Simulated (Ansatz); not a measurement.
# Pb: the cost of one run

Method: DFT PBEsol, scalar-relativistic, plane waves, PAW, in Ansatz 0.2.0.

## 1. Starting point

It takes space group I4/mmm (No. 139, tetragonal). Conventional cell: a = 3.254 Å, b = 3.254 Å, c = 2.641 Å, α = 90.00°, β = 90.00°, γ = 90.00°. Si (site symmetry 4/mmm) is surrounded by 10 Si at 2.64 to 2.65 Å.

Structure file:

```
Si
1.0
    -1.62691    1.62691    1.32033
     1.62691   -1.62691    1.32033
     1.62691    1.62691   -1.32033
Si
1
Cartesian
  0.0000 0.0000 0.0000
```

The structure comes from the Materials Project (structure only).

## 2. One element swapped, cell strained: Si → Pb, first probe

The change: Pb takes all sites of Si, and lengths are scaled by 1.189 as a first guess of the size; strain xx, yy, zz, yz, xz, xy = +3.5, +3.5, +3.5, +0.0, +0.0, +0.0 %.

File input.yaml:

```yaml
crystal:
  lattice:
    - [-2.0022503602, 2.0022503602, 1.6249349422]
    - [2.0022503602, -2.0022503602, 1.6249349422]
    - [2.0022503602, 2.0022503602, -1.6249349422]
  atoms:
    - { symbol: Pb, position: [0.0, 0.0, 0.0] }
basis:
  ecutwfc: 420
kpoints:
  mp_grid: { grid: [8, 8, 8] }
hamiltonian:
  xc: pbesol
scf:
  occupations: { method: gaussian, width: 0.1 }
output:
  forces: true
  stress: true
  eigenvalues: true
```

The run is started by

```
ansatz run input.yaml --threads 1 --pin off --max-ram 1331MiB --backend cpu --events-out ev --progress --plain --runs-dir out
```

**Question.** How long does this run take on 1 thread of an Arm CPU, shared host, and how much memory does it need?

About 2 s, with a peak of 0.27 GiB.
